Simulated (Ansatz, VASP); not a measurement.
# Lu in VASP and in Ansatz

The input INCAR:

```
SYSTEM = Lu
  ALGO = Normal
  EDIFF = 1E-7
  ENCUT = 520
  GGA = PE
  ISIF = 2
  ISMEAR = -1
  LASPH = .True.
  LCHARG = .False.
  LREAL = .False.
  LWAVE = .False.
  NBANDS = 32
  NELM = 100
  PREC = Accurate
  SIGMA = 0.05
```

Contents of KPOINTS:

```
k-points
0
Gamma
  9 9 5
  0 0 0
```

The input POSCAR:

```
Lu
1.0
    3.4557550070      0.0000000000      0.0000000000
   -1.7278775035      2.9927716254      0.0000000000
    0.0000000000      0.0000000000      5.4758786414
Lu
2
Direct
    0.6666666667      0.3333333333      0.7500000000
    0.3333333333      0.6666666667      0.2500000000
```

input.yaml

```yaml
crystal:
  lattice:
    - [3.455755007, 0.0, 0.0]
    - [-1.7278775035, 2.9927716254, 0.0]
    - [0.0, 0.0, 5.4758786414]
  atoms:
    - { symbol: Lu, position: [0.6666666667, 0.3333333333, 0.75] }
    - { symbol: Lu, position: [0.3333333333, 0.6666666667, 0.25] }
hamiltonian:
  xc: pbe
  pseudopotentials: { kind: paw }
kpoints:
  mp_grid: { grid: [9, 9, 5] }
scf:
  occupations: { method: fermi_dirac, width: 0.05 }
output:
  forces: true
  stress: true
  eigenvalues: true
  write_density: true
  write_potential: true
  elf: true
  volumetric_format: npy
```

Change from the starting cell: volume scaled by 0.96.

Alike in both runs: task single point; functional PBE; k mesh 9 × 9 × 5; occupations fermi-dirac, width 0.05 eV; no spin polarisation.

|  | VASP | Ansatz |
| --- | --- | --- |
| version | VASP 6.6.1 | Ansatz 0.2.0 |
| potentials or method | VASP PAW PBE potentials, release 64 (Lu) | Ansatz PAW |
| plane-wave cutoff (eV) | 520 | 420 |
| valence electrons in the cell | 50 | 50 |

VASP gave:

* gap on the k mesh at the Fermi level (eV): none
* pressure (GPa): 1.6
* largest component of the traceless stress (GPa): 0.77

Which values does Ansatz return?

gap on the k mesh at the Fermi level (eV): none; pressure (GPa): 1.4; largest component of the traceless stress (GPa): 0.77.

A gap of «none» marks a metal or a gap that the smearing closes. The functional is the same, so the differences come from potentials, cutoffs and numerics.

The runs have no spin-orbit coupling, so splittings on Lu are missing.
